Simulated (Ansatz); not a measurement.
The system is TiC.

```
Ti C
1.0
     3.04209    0.00000    0.00000
    -1.52104    2.63452    0.00000
     0.00000    0.00000    2.69797
Ti C
1 1
Cartesian
  0.0000 0.0000 1.3490
  0.0000 1.7564 0.0000
```

The cell was built by a generator and needn't be a form met in nature.

Base run:

* Program: Ansatz 0.2.0
* Functional: RPBE
* Potentials or basis: Ansatz PAW
* Cutoff: 420 eV (not typed: the program's choice for these potentials)
* k mesh: 10 × 10 × 10
* Occupations: fermi-dirac, width 0.05 eV
* Spin: no spin polarisation

Its results: band gap on the k mesh none (metal or under the smearing width); pressure 4.2 GPa.

Question: The run is repeated on the same cell with these changes: functional from RPBE to BLYP. What comes out?

Answer: Band gap on the k mesh none (metal or under the smearing width); pressure 6.9 GPa.

Caveats: the PAW data sets come from PBE, with cores solved anew for the run's functional, which leaves a small shift of forces and pressure.
